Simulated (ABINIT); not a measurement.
Runs of ABINIT 10.8.3 (patched build) on CsPbBr3. The structure is cubic, space group Pm-3m (No. 221). The conventional cell has a = 5.870 Å, b = 5.870 Å, c = 5.870 Å, α = 90.00°, β = 90.00°, γ = 90.00°. Around Pb (site symmetry m-3m) lie 6 Br at 2.94 Å. Cs (site symmetry m-3m) is surrounded by 12 Br at 4.15 Å. Around Br (site symmetry 4/mmm) lie 2 Pb at 2.94 Å. Measurements of this composition are mostly on another form, of space group No. 62.

```csv
task,level,potentials or basis,cell,cutoff (eV),fine-grid cutoff,gap on the mesh (eV),pressure (GPa)
band structure,PBEsol,PseudoDojo NC SR PBEsol v0.4.1 standard,as given,762,-,-,0.0
band structure,LDA,JTH PAW LDA v2.0,as given,707,1306.15 eV,-,-1.3
single point,PBEsol,PseudoDojo NC SR PBEsol v0.4.1 standard,as given,762,-,(a),0.0
single point,PBEsol,PseudoDojo NC SR PBEsol v0.4.1 standard,"atoms moved at random, drawn with an rms of 0.05 Å",762,-,2.52,0.1
```

Alike in all rows: no spin polarisation; k mesh 5 × 5 × 5; smearing fermi-dirac 0.05 eV.

Task: Fill in the values left out.

Result: (a) 2.58.

Caveats: spin-orbit coupling is left out, which moves the levels of the heavy elements (some runs); spin-orbit coupling is left out, which as a rule narrows the gap of such compounds by several tenths of an eV (some runs); an odd mesh through Γ misses points on the zone boundary, where band edges often lie (some runs).

A k mesh can miss the band edges, and the runs leave out spin-orbit coupling on Br, Cs, Pb.
